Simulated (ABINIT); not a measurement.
# CuO (Cc) in ABINIT: equation of state

Aim: energy against volume of CuO in PBE, for its equilibrium volume and stiffness.

Program: ABINIT 10.8.3 (patched build). These are calculated values, not measurements. Logs are shortened: lines on timing, memory, paths and dates and some standing lists are left out, and cuts for length are marked. The log counts tension as positive stress, the text compression.

### 1 The structure

Symmetry: Cc, No. 9, monoclinic system. The conventional cell has a = 4.689 Å, b = 3.427 Å, c = 5.132 Å, α = 90.00°, β = 99.65°, γ = 90.00°. Around Cu (site symmetry 1) lie 4 O at 1.91 to 2.02 Å. O (site symmetry 1) is surrounded by 4 Cu at 1.91 to 2.02 Å.

### 2 Equation of state, PBE

File run.abi:

```
# Datasets: one volume each
ndtset 7
scalecart1 3*0.9795861087
scalecart2 3*0.9864848297
scalecart3 3*0.9932883884
scalecart4 3*1.0000000000
scalecart5 3*1.0066227096
scalecart6 3*1.0131594038
scalecart7 3*1.0196128224

# Pseudopotentials
pp_dirpath "./"
pseudos "Cu.GGA_PBE-JTH.xml, O.GGA_PBE-JTH.xml"

# Structure
acell 2.903983719 2.903983719 5.1321022982 Angstrom
rprim
     0.8073908076    -0.5900170200     0.0000000000
     0.8073908076     0.5900170200     0.0000000000
    -0.1676798045     0.0000000000     0.9858415102
ntypat 2
znucl 29 8
natom 4
typat 1 1 2 2
xred
     0.0032000000     0.4968000000     0.0000000000
     0.4968000000     0.0032000000     0.5000000000
     0.5714000000     0.4056000000     0.2537000000
     0.4056000000     0.5714000000     0.7537000000
chkprim 0
chksymtnons 0
tolsym 1.0e-6

# Plane-wave basis
ecut 707.496042 eV
pawecutdg 48.0
pawxcdev 0

# k points
kptopt 1
ngkpt 10 10 5
nshiftk 1
shiftk 0.0 0.0 0.0

# Exchange and correlation
ixc 11

# Bands and occupations
nband 30
occopt 3
tsmear 0.05 eV

# SCF cycle
nstep 100
tolvrs 1.0e-9

# Output
iomode 3
prtwf 0
prtden 0
prteig 0
prtebands 0
```

Potentials or basis: JTH PAW PBE v2.0.

On the command line:

```sh
> mpirun --bind-to none -np 4 abinit run.abi > log 2>&1
```

run.abo:

```text
.Version 10.8.3 of ABINIT
 DATASET    1 : space group Cc (#  9); Bravais mC (1-face-center monocl.)
================================================================================
 Values of the parameters that define the memory need for DATASET  1.
     intxc =       0    ionmov =       0      iscf =      17    lmnmax =      18
     lnmax =       6     mgfft =      45  mpssoang =       3    mqgrid =    3001
     natom =       4  nloc_mem =       2    nspden =       1   nspinor =       1
    nsppol =       1      nsym =       2    n1xccc =       1    ntypat =       2
    occopt =       3   xclevel =       2
       mpw =        1651          nfft =       32805          nkpt =         141
Pmy_natom=         1
 PAW method is used; the additional fine FFT grid is defined by:
   mgfftf=        60    nfftf =     77760
================================================================================
================================================================================
[... 77 lines left out ...]
================================================================================
 Values of the parameters that define the memory need for DATASET  7.
     intxc =       0    ionmov =       0      iscf =      17    lmnmax =      18
     lnmax =       6     mgfft =      48  mpssoang =       3    mqgrid =    3041
     natom =       4  nloc_mem =       2    nspden =       1   nspinor =       1
    nsppol =       1      nsym =       2    n1xccc =       1    ntypat =       2
    occopt =       3   xclevel =       2
       mpw =        1869          nfft =       34992          nkpt =         141
Pmy_natom=         1
 PAW method is used; the additional fine FFT grid is defined by:
   mgfftf=        64    nfftf =     82944
================================================================================
================================================================================

--------------------------------------------------------------------------------
------------- Echo of variables that govern the present computation ------------
--------------------------------------------------------------------------------
 -outvars: echo values of preprocessed input variables --------
            acell      5.4877339030E+00  5.4877339030E+00  9.6982677937E+00 Bohr
              amu      6.35460000E+01  1.59994000E+01
          chkprim           0
      chksymtnons           0
             ecut      2.60000000E+01 Hartree
                       outvar_i_n : Printing only first  50 k-points.
              ixc          11
           jdtset        1    2    3    4    5    6    7
                       outvar_i_n : Printing only first  50 k-points.
         kptrlatt       10    0    0      0   10    0      0    0    5
          kptrlen1     4.75014420E+01
          kptrlen2     4.78359703E+01
          kptrlen3     4.81658839E+01
          kptrlen4     4.84913390E+01
          kptrlen5     4.88124830E+01
          kptrlen6     4.91294561E+01
          kptrlen7     4.94423910E+01
            natom           4
            nband          30
           ndtset           7
            ngfft1         27      27      45
            ngfft2         27      27      45
            ngfft3         27      27      48
            ngfft4         27      27      48
            ngfft5         27      27      48
            ngfft6         27      27      48
            ngfft7         27      27      48
          ngfftdg1         36      36      60
          ngfftdg2         36      36      60
          ngfftdg3         36      36      64
          ngfftdg4         36      36      64
          ngfftdg5         36      36      64
          ngfftdg6         36      36      64
          ngfftdg7         36      36      64
             nkpt         141
            nstep         100
             nsym           2
           ntypat           2
                       prtocc : prtvol=0, do not print more k-points.
           occopt           3
        pawecutdg      4.80000000E+01 Hartree
         pawxcdev           0
           prtden           0
        prtebands           0
           prteig           0
            prtwf           0
            rprim1     7.9090881942E-01 -5.7797247669E-01  0.0000000000E+00
                       7.9090881942E-01  5.7797247669E-01  0.0000000000E+00
                      -1.6425680720E-01  0.0000000000E+00  9.6571664877E-01
            rprim2     7.9647878334E-01 -5.8204283949E-01  0.0000000000E+00
                       7.9647878334E-01  5.8204283949E-01  0.0000000000E+00
                      -1.6541358339E-01  0.0000000000E+00  9.7251769430E-01
            rprim3     8.0197191409E-01 -5.8605705492E-01  0.0000000000E+00
                       8.0197191409E-01  5.8605705492E-01  0.0000000000E+00
                      -1.6655440278E-01  0.0000000000E+00  9.7922492488E-01
            rprim4     8.0739080760E-01 -5.9001702000E-01  0.0000000000E+00
                       8.0739080760E-01  5.9001702000E-01  0.0000000000E+00
                      -1.6767980450E-01  0.0000000000E+00  9.8584151020E-01
            rprim5     8.1273792245E-01 -5.9392453138E-01  0.0000000000E+00
                       8.1273792245E-01  5.9392453138E-01  0.0000000000E+00
                      -1.6879029915E-01  0.0000000000E+00  9.9237045223E-01
            rprim6     8.1801558926E-01 -5.9778129222E-01  0.0000000000E+00
                       8.1801558926E-01  5.9778129222E-01  0.0000000000E+00
                      -1.6988637076E-01  0.0000000000E+00  9.9881459672E-01
            rprim7     8.2322602012E-01 -6.0158891903E-01  0.0000000000E+00
                       8.2322602012E-01  6.0158891903E-01  0.0000000000E+00
                      -1.7096847873E-01  0.0000000000E+00  1.0051766447E+00
          spgroup           9
           tolsym      1.00000000E-06
           tolvrs      1.00000000E-09
           tsmear      1.83746611E-03 Hartree
            typat      1  1  2  2
           useylm           1
                       outvars : Printing only first  50 k-points.
           xangst1     1.1483931674E+00  8.2846942613E-01  0.0000000000E+00
                       7.2690179854E-01 -8.2846942613E-01  2.4780783163E+00
                       2.0300955285E+00 -2.7828247741E-01  1.2573769377E+00
                       1.6086041597E+00  2.7828247741E-01  3.7354552540E+00
           xangst2     1.1564807097E+00  8.3430391008E-01  0.0000000000E+00
                       7.3202099394E-01 -8.3430391008E-01  2.4955301470E+00
                       2.0443924469E+00 -2.8024227774E-01  1.2662319966E+00
                       1.6199327312E+00  2.8024227774E-01  3.7617621436E+00
           xangst3     1.1644566908E+00  8.4005791202E-01  0.0000000000E+00
                       7.3706957417E-01 -8.4005791202E-01  2.5127412437E+00
                       2.0584921509E+00 -2.8217504419E-01  1.2749649071E+00
                       1.6311050342E+00  2.8217504419E-01  3.7877061508E+00
           xangst4     1.1723248801E+00  8.4573415116E-01  0.0000000000E+00
                       7.4204992505E-01 -8.4573415116E-01  2.5297197401E+00
                       2.0724013035E+00 -2.8408169016E-01  1.2835797961E+00
                       1.6421263485E+00  2.8408169016E-01  3.8132995362E+00
           xangst5     1.1800888473E+00  8.5133520284E-01  0.0000000000E+00
[... 24 lines left out ...]
                       1.4022711301E+00 -1.5982059210E+00  4.7804774841E+00
                       3.9162708866E+00 -5.3683659178E-01  2.4256142754E+00
                       3.1031690627E+00  5.3683659178E-01  7.2060917595E+00
            xcart5     2.2300447257E+00  1.6087903747E+00  0.0000000000E+00
                       1.4115579646E+00 -1.6087903747E+00  4.8121371982E+00
                       3.9422072114E+00 -5.4039190463E-01  2.4416784144E+00
                       3.1237204503E+00  5.4039190463E-01  7.2538156125E+00
            xcart6     2.2445259412E+00  1.6192373581E+00  0.0000000000E+00
                       1.4207241821E+00 -1.6192373581E+00  4.8433857176E+00
                       3.9678066765E+00 -5.4390104127E-01  2.4575339131E+00
                       3.1440049175E+00  5.4390104127E-01  7.3009196307E+00
            xcart7     2.2588226702E+00  1.6295512499E+00  0.0000000000E+00
                       1.4297736247E+00 -1.6295512499E+00  4.8742361399E+00
                       3.9930800119E+00 -5.4736547252E-01  2.4731874174E+00
                       3.1640309664E+00  5.4736547252E-01  7.3474235573E+00
             xred      3.2000000000E-03  4.9680000000E-01  0.0000000000E+00
                       4.9680000000E-01  3.2000000000E-03  5.0000000000E-01
                       5.7140000000E-01  4.0560000000E-01  2.5370000000E-01
                       4.0560000000E-01  5.7140000000E-01  7.5370000000E-01
            znucl       29.00000    8.00000

================================================================================

 chkinp: Checking input parameters for consistency, jdtset=   1.

 chkinp: Checking input parameters for consistency, jdtset=   2.
[... 52 lines left out ...]
- pspini: atom type   2  psp file is ./O.GGA_PBE-JTH.xml
 Pseudopotential format is: paw10
 basis_size (lnmax)=  4 (lmn_size=  8), orbitals=   0   0   1   1
 Spheres core radius: rc_sph= 1.41465230
 Shapefunction is SIN type: shapef(r)=[sin(pi*r/rshp)/(pi*r/rshp)]**2
 Radius for shape functions =  1.20231231
 Compensation charge density is not taken into account in XC energy/potential

   4.18034755E+03                                ecore*ucvol(ha*bohr**3)
--------------------------------------------------------------------------------

[... 1469 lines left out ...]
-Cartesian components of stress tensor (GPa)         [Pressure= -4.1065E+00 GPa]
- sigma(1 1)=  4.71293346E+00  sigma(3 2)=  0.00000000E+00
- sigma(2 2)=  1.15280211E+00  sigma(3 1)=  3.74270190E-01
- sigma(3 3)=  6.45375799E+00  sigma(2 1)=  0.00000000E+00

== END DATASET(S) ==============================================================
================================================================================

 -outvars: echo values of variables after computation  --------
            acell      5.4877339030E+00  5.4877339030E+00  9.6982677937E+00 Bohr
           etotal1    -4.2814027449E+02
           etotal2    -4.2814342982E+02
           etotal3    -4.2814570040E+02
           etotal4    -4.2814718315E+02
           etotal5    -4.2814796074E+02
           etotal6    -4.2814810736E+02
           etotal7    -4.2814768840E+02
            fcart1    -1.5463025372E-02  9.1449489805E-03  6.1351396270E-03
                      -1.5463025372E-02 -9.1449489805E-03  6.1351396270E-03
                       1.5463025372E-02  1.7709364508E-03 -6.1351396270E-03
                       1.5463025372E-02 -1.7709364508E-03 -6.1351396270E-03
            fcart2    -1.4374258858E-02  8.3727159753E-03  5.6537448416E-03
                      -1.4374258858E-02 -8.3727159753E-03  5.6537448416E-03
                       1.4374258858E-02  3.2443473351E-03 -5.6537448416E-03
                       1.4374258858E-02 -3.2443473351E-03 -5.6537448416E-03
            fcart3    -1.3358447066E-02  7.6222888346E-03  5.2621207274E-03
                      -1.3358447066E-02 -7.6222888346E-03  5.2621207274E-03
[... 66 lines left out ...]
                       7.4204992505E-01 -8.4573415116E-01  2.5297197401E+00
                       2.0724013035E+00 -2.8408169016E-01  1.2835797961E+00
                       1.6421263485E+00  2.8408169016E-01  3.8132995362E+00
           xangst5     1.1800888473E+00  8.5133520284E-01  0.0000000000E+00
                       7.4696430621E-01 -8.5133520284E-01  2.5464733393E+00
                       2.0861262155E+00 -2.8596308069E-01  1.2920805724E+00
                       1.6530016744E+00  2.8596308069E-01  3.8385539116E+00
           xangst6     1.1877519766E+00  8.5686350836E-01  0.0000000000E+00
                       7.5181485966E-01 -8.5686350836E-01  2.5630093436E+00
                       2.0996728691E+00 -2.8782003583E-01  1.3004709410E+00
                       1.6637357522E+00  2.8782003583E-01  3.8634802846E+00
           xangst7     1.1953174797E+00  8.6232138486E-01  0.0000000000E+00
                       7.5660361844E-01 -8.6232138486E-01  2.5793346841E+00
                       2.1130469422E+00 -2.8965333389E-01  1.3087544187E+00
                       1.6743330809E+00  2.8965333389E-01  3.8880891028E+00
             xred      3.2000000000E-03  4.9680000000E-01  0.0000000000E+00
                       4.9680000000E-01  3.2000000000E-03  5.0000000000E-01
                       5.7140000000E-01  4.0560000000E-01  2.5370000000E-01
                       4.0560000000E-01  5.7140000000E-01  7.5370000000E-01
 Calculation completed.
```

Wall time 9 min (4 MPI ranks of Arm Neoverse V2, shared host); peak memory 0.68 GiB.

Results:

* Equilibrium volume: 10.52 Å³/atom
* Bulk modulus at fixed shape and positions: 161 GPa
* Pressure derivative of the bulk modulus: 4.7

Energy against volume, from the lowest point:
```tsv
volume (Å³/atom)	energy (meV/atom)
9.553	53.29
9.756	31.82
9.959	16.37
10.163	6.29
10.366	1.00
10.569	0.00
10.772	2.85
```

Caveat: pressures at fixed basis lie under the slope of the energies; the cell was scaled at fixed shape and fractional positions, which overstates the stiffness of a crystal with free parameters, most of all of layers and chains; the run has no spin polarisation, though such a crystal can be magnetic.
